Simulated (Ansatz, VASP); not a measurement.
# MgZrO3 in two plane-wave programs, part 2 of 2

Aim: how closely do two programs agree when they are given the same cell, functional and k mesh? The cell is generated by rule, not measured, and may not be a known phase. The two relaxations start from unlike cells of this crystal (the structure described is Ansatz's start), so only their ends are compared.

VASP 6.6.1 and Ansatz 0.2.0.

So far: The starting structure; VASP: relaxation of cell and atoms, PBEsol, pair 1; Ansatz: relaxation of cell and atoms, PBEsol, pair 1; Side by side.

The structure was built from a prototype and need not be the compound's stable phase.

**5. Ansatz: relaxation of cell and atoms, PBEsol, pair 2**

Level of this step: Ansatz beside VASP: Kohn-Sham DFT, plane waves, PBEsol (Ansatz).

The relaxed volume is the usual yardstick between codes: in a stiff, nearly cubic crystal its relative difference is about their pressure difference at one cell divided by the bulk modulus.

The two relaxations start from unlike cells of this crystal (the structure described is Ansatz's start), so only their ends are compared.

Contents of input.yaml:

```yaml
crystal:
  lattice:
    - [4.071198049, 0.0, 0.0]
    - [0.0, 4.071198049, 0.0]
    - [0.0, 0.0, 4.071198049]
  atoms:
    - { symbol: Mg, position: [0.0, 0.1473767655, 0.0] }
    - { symbol: Zr, position: [0.5, 0.5043139859, 0.5] }
    - { symbol: O, position: [0.0, 0.3899087134, 0.5] }
    - { symbol: O, position: [0.5, -0.0283031262, 0.5] }
    - { symbol: O, position: [0.5, 0.3899087134, 0.0] }
kpoints:
  mp_grid: { grid: [8, 8, 8] }
hamiltonian:
  xc: pbesol
  pseudopotentials: { kind: nc }
scf:
  occupations: { method: fixed }
output:
  forces: true
  stress: true
  eigenvalues: true
  write_density: true
  write_potential: true
  elf: true
  volumetric_format: npy
relax:
  adjacent_minimum: "off"
  f_tol: 0.002
  max_steps: 120
  cell: { stress_tol: 0.03 }
```

Started as:

```
> ansatz run input.yaml --threads 4 --pin off --max-ram 7168MiB --backend cpu --events-out ev --progress --plain --runs-dir out
```

Numbers of over 12 decimals in the logs are rounded to 6 here.

Output:

```text
[...]
Crystal: 5 atoms, lattice volume = 67.479 Å³
Basis set: ecut = 1142.878222 eV, 5887 PW (Γ), exchange–correlation on 90×90×90 points (8 copies of the dense FFT grid, shifted against one another)
Bands: 25, of which v1, the nominal top of the filled ones, is band 20 counted from 1 (19 counted from 0)
Symmetry: 8 space group operations
[...]
--- Relaxed structure (16 steps of the walk, 16 accepted, 3 SCFs on fresh bases) ---
[...]
cell:  # Å, volume = 69.5037 Å³
    - [3.921019, 0, 0]
    - [0, 4.520746, 0.0]
    - [0, 0.0, 3.921019]
  atoms:
    - { symbol: Mg, position: [0, 0.196976, 0.0] }
    - { symbol: Zr, position: [0.5, 0.515671, 0.5] }
    - { symbol: O, position: [0, 0.377329, 0.5] }
    - { symbol: O, position: [0.5, -0.064101, 0.5] }
    - { symbol: O, position: [0.5, 0.377329, 0.0] }
[key lines of the parts left out:]
SCF converged after 7 iterations
Free energy (F): -4343.821529 eV
Fermi energy:    6.485320 eV
P = ⅓ Tr σ = 0.0056 GPa (0.056 kbar)
```

**6. VASP: relaxation of cell and atoms, PBEsol, pair 2**

Its own start cell and the same functional and mesh now go to VASP, with its own data sets.

Contents of INCAR:

```
SYSTEM = MgZrO3
PREC = Accurate
ENCUT = 600
EDIFF = 1E-07
NELM = 120
ISMEAR = 0
SIGMA = 0.01
LREAL = .FALSE.
ALGO = Normal
GGA = PS
NBANDS = 22
LASPH = .TRUE.
LORBIT = 11
LWAVE = .FALSE.
LCHARG = .FALSE.
ISIF = 3
IBRION = 2
NSW = 80
EDIFFG = -0.005
GGA_COMPAT = .FALSE.
NELMIN = 4
EFERMI = MIDGAP
KPAR = 2
```

Contents of POSCAR:

```
MgZrO3
1.0
    3.9303655356      0.0000000000      0.0000000000
    0.0000000000      4.4930139962      0.0000000000
    0.0000000000      0.0000000000      3.9303655356
Mg Zr O
1 1 3
Direct
    0.0000000000      0.1980656164      0.0000000000
    0.5000000000      0.5135117089      0.5000000000
    0.0000000000      0.3768799889      0.5000000000
    0.5000000000      0.9378678467      0.5000000000
    0.5000000000      0.3768799889      0.0000000000
```

Contents of KPOINTS:

```
Automatic mesh
0
Gamma
8 8 8
0 0 0
```

Potentials, in the order of the species: Mg, Zr_sv and O (PBE family, release 64).

Started as:

```
> mpirun -np 2 vasp_std
```

Output:

```text
[banner, memory and clock lines left out]
running    2 mpi-ranks, on    1 nodes
[...]
[... a notice as in an earlier step ...]

 LDA part: xc-table for (Slater+PW92), standard interpolation
 POSCAR, INCAR and KPOINTS ok, starting setup
[...]
entering main loop
       N       E                     dE             d eps       ncg     rms          rms(c)
DAV:   1     0.277546556275E+03    0.27755E+03   -0.18192E+04  3300   0.154E+03
DAV:   2    -0.275101504546E+02   -0.30506E+03   -0.28908E+03  4478   0.374E+02
DAV:   3    -0.476671078003E+02   -0.20157E+02   -0.20032E+02  5318   0.942E+01
DAV:   4    -0.482939290276E+02   -0.62682E+00   -0.62573E+00  4524   0.133E+01
[...]
DAV:  13    -0.405943759432E+02   -0.44648E-04   -0.51308E-05  3678   0.488E-02    0.682E-03
DAV:  14    -0.405943764172E+02   -0.47400E-06   -0.38435E-06  4160   0.122E-02    0.431E-03
DAV:  15    -0.405943765100E+02   -0.92724E-07   -0.95073E-07  3624   0.734E-03
   1 F= -.40594377E+02 E0= -.40594377E+02  d E =-.405944E+02
[...]
DAV:   1    -0.405943866722E+02   -0.10255E-04   -0.15743E-03  3420   0.351E-01    0.326E-02
DAV:   2    -0.405943801920E+02    0.64801E-05   -0.39262E-05  4556   0.554E-02    0.175E-02
DAV:   3    -0.405943773519E+02    0.28401E-05   -0.66134E-06  4128   0.233E-02    0.466E-03
DAV:   4    -0.405943773358E+02    0.16177E-07   -0.13836E-06  5046   0.850E-03    0.256E-03
DAV:   5    -0.405943773701E+02   -0.34353E-07   -0.16409E-07  3042   0.375E-03
   2 F= -.40594377E+02 E0= -.40594377E+02  d E =-.860151E-06
 trial-energy change:   -0.000001  1 .order   -0.000001   -0.000009    0.000007
 step:   0.5393(harm=  0.5806)  dis= 0.00017  next Energy=   -40.594379 (dE=-0.247E-05)
[...]
N       E                     dE             d eps       ncg     rms          rms(c)
DAV:   1    -0.405943812643E+02   -0.39286E-05   -0.33646E-04  3336   0.162E-01    0.152E-02
DAV:   2    -0.405943798200E+02    0.14443E-05   -0.86297E-06  4570   0.261E-02    0.816E-03
DAV:   3    -0.405943792572E+02    0.56280E-06   -0.13782E-06  4128   0.106E-02    0.218E-03
DAV:   4    -0.405943791876E+02    0.69567E-07   -0.25698E-07  3238   0.382E-03
   3 F= -.40594379E+02 E0= -.40594379E+02  d E =-.267766E-05
[...]
reached required accuracy - stopping structural energy minimisation
```

Parts of OUTCAR (step 6):

```text
  Total        0.0020141      0.0039316      0.0020141      0.0000000      0.0000000      0.0000000
  in kB        0.0464963      0.0907620      0.0464963      0.0000000      0.0000000      0.0000000
  external PRESSURE =       0.0612515 kB  Pullay stress =       0.0000000 kB

 POSITION                                       TOTAL-FORCE (eV/Angst)
 -----------------------------------------------------------------------------------
      3.93044      0.88992      0.00000        -0.000000      0.004364      0.000000
      1.96522      2.30714      1.96522         0.000000     -0.004050      0.000000
     -0.00000      1.69303      1.96522         0.000000     -0.002648     -0.000000
      1.96522      4.21335      1.96522        -0.000000      0.004982      0.000000
      1.96522      1.69303      0.00000         0.000000     -0.002648      0.000000
 -----------------------------------------------------------------------------------
    total drift:                                0.000000      0.000252      0.000000

  FREE ENERGIE OF THE ION-ELECTRON SYSTEM (eV)
  ---------------------------------------------------
  free  energy   TOTEN  =       -40.5943791876 eV

  energy  without entropy=      -40.5943791876  energy(sigma->0) =      -40.59437919

[... 1 part as in an earlier step ...]

[... 3 further parts left out ...]
[key lines of the parts left out:]
E-fermi :   3.9431
```

The run keeps the 8 symmetry operations of its start, so it cannot find a distortion of lower symmetry.

**7. Differences**

What differs besides the data sets and the points named for the pairs above, as far as they apply: the data sets hold 40 valence electrons in Ansatz (on norm-conserving files, of PseudoDojo where its log says so) and 32 in VASP. Total energies have different zeros and are not compared.

Both answers:

| quantity | Ansatz | VASP | difference |
| --- | --- | --- | --- |
| volume (Å³) | 69.50 | 69.40 | +0.15 % |
| edge a after relaxation, in the typed setting (Å) | 3.921 | 3.930 | -0.24 % |
| edge b after relaxation, in the typed setting (Å) | 4.521 | 4.492 | +0.63 % |

**8. Outcome**

| Quantity | Value |
| --- | --- |
| difference in volume (relaxation of cell and atoms, PBEsol, pair 1) | -0.094 % |
| difference in edge b after relaxation, in the typed setting (relaxation of cell and atoms, PBEsol, pair 2) | 0.63 % |

**Reading.** The difference in edge b after relaxation, in the typed setting is 0.63 % (relaxation of cell and atoms, PBEsol, pair 2), within the 1.2 % picked in this series as the mark of a large difference, as far as the stopping tolerances let one tell. The data sets hold unlike numbers of valence electrons (40 in Ansatz and 32 in VASP), so part of the differences comes from the potentials. 1 further run of this series is not shown here. How closely two codes agree says nothing of how well the functional describes the real material.

[Lines on the potential files, build, host, timing and source positions are cut from VASP's logs without a mark.]

[Logs are printed without paths, hosts, clocks, repeated set-up lines and the standing remarks that a program may print on its own settings, such as how far it seeks lower states.]

[Hosts, paths, dates, database ids (printed as entryN), source tags and the programs' standing remarks are cut or masked in the printed files.]
